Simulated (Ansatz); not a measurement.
InAs:

```
CELL_PARAMETERS angstrom
0.00000 2.87730 2.87730
2.87730 0.00000 2.87730
2.87730 2.87730 0.00000
ATOMIC_POSITIONS crystal
In 0.50000 0.50000 0.50000
As 0.00000 0.00000 0.00000
```

Measurements of this composition are mostly on another form, of space group No. 216.

- Program: Ansatz 0.2.0
- Task: relaxation of cell and atoms
- Functional: BLYP
- Potentials or basis: Ansatz PAW
- Cutoff: 420 eV (not typed: the program's choice for these potentials)
- k mesh: 8 × 8 × 8
- Occupations: fermi-dirac, width 0.05 eV
- Spin: no spin polarisation

At the start: volume 23.82 Å³/atom.

How do energy, volume and symmetry change on relaxing?

It ends after 5 steps and the volume is 25.78 Å³/atom (+8.2 %); space group Fm-3m (No. 225, to 0.05 Å).

The path:
| step | energy change (eV) | largest force (eV/Å) | volume (Å³) |
| --- | --- | --- | --- |
| 1 | 0.0000 | 0.0000 | 47.64 |
| 2 | -0.0396 | 0.0000 | 53.54 |
| 3 | -0.0497 | 0.0000 | 51.87 |
| 4 | -0.0500 | 0.0000 | 51.55 |
| 5 | -0.0507 | 0.0000 | 51.55 |

Final structure:
```xyz
2
Lattice="0.0000 2.9540 2.9540 2.9540 0.0000 2.9540 2.9540 2.9540 0.0000" Properties=species:S:1:pos:R:3 pbc="T T T"
In    2.9540    2.9540    2.9540
As    0.0000    0.0000    0.0000
```

Caveat: the plane-wave basis is chosen anew once the cell has moved, so the energies of steps on either side of that aren't comparable; the PAW data sets come from PBE, with cores solved anew for the run's functional, which leaves a small shift of forces and pressure.
